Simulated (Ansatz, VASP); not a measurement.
# AgCl: VASP beside Ansatz

INCAR

```
  PREC = Accurate
  ENCUT = 520
  EDIFF = 1E-6
  ISMEAR = -1
  SIGMA = 0.01
  LREAL = F
  LASPH = T
  NELM = 100
  ALGO = Normal
  ISIF = 2
  LWAVE = F
  LCHARG = T
  GGA = PS
  LELF = T
  LVHAR = T
  NBANDS = 16
```

KPOINTS

```
regular mesh
0
Gamma
  9 9 9
```

The input POSCAR:

```
AgCl
1.0
   -0.0277315000      2.7592842500      2.7592842500
    2.7592842500     -0.0277315000      2.7592842500
    2.7592842500      2.7592842500     -0.0277315000
Ag Cl
1 1
Direct
    0.5000000000      0.5000000000      0.5000000000
    0.0000000000      0.0000000000      0.0000000000
```

Input for Ansatz:

```yaml
crystal:
  lattice:
    - [-0.0277315, 2.75928425, 2.75928425]
    - [2.75928425, -0.0277315, 2.75928425]
    - [2.75928425, 2.75928425, -0.0277315]
  atoms:
    - { symbol: Ag, position: [0.5, 0.5, 0.5] }
    - { symbol: Cl, position: [0.0, 0.0, 0.0] }
kpoints:
  mp_grid: { grid: [9, 9, 9] }
  band_path:
    path:
      - [0.0, 0.0, 0.0]
      - [0.5, 0.5, 0.5]
      - [0.2525443832, 0.5, 0.7474556168]
      - [-0.2525443832, 0.2525443832, 0.5]
      - [0.0, 0.0, 0.5]
      - [0.0, 0.0, 0.0]
      - [-0.3762721916, 0.0, 0.3762721916]
      - [0.0, 0.3762721916, 0.6237278084]
      - [0.0, 0.5, 0.5]
    npoints: 5
scf:
  occupations: { method: fermi_dirac, width: 0.01 }
hamiltonian:
  xc: pbesol
  pseudopotentials: { kind: all_electron, lapw: { basis_error: 0.0005 } }
output:
  forces: true
  stress: true
  eigenvalues: true
```

Change from the starting cell: equal xy, yz and zx shear strains of -1 %.

Alike in both runs: task single point; functional PBEsol; k mesh 9 × 9 × 9; occupations fermi-dirac, width 0.01 eV; no spin polarisation.

|  | VASP | Ansatz |
| --- | --- | --- |
| version | VASP 6.6.1 | Ansatz 0.2.0 |
| potentials or method | VASP PAW PBE potentials, release 64 (Ag, Cl) | all-electron LAPW, scalar-relativistic |
| plane-wave cutoff (eV) | 520 | see its input |

|  | VASP | Ansatz | Ansatz less VASP |
| --- | --- | --- | --- |
| gap on the k mesh at the Fermi level (eV) | 0.77 | 0.77 | +0.005 |
| pressure (GPa) | -2.7 | -2.6 | +0.10 |
| largest component of the traceless stress (GPa) | 0.06 | 0.06 | 0.000 |

Ansatz ran all-electron here, so the differences hold the error of VASP's frozen core and of both bases.

Caveats: the PAW data sets were made with another functional, which shifts forces and pressure a little (VASP); an odd mesh through Γ misses points on the zone boundary, where band edges often lie.
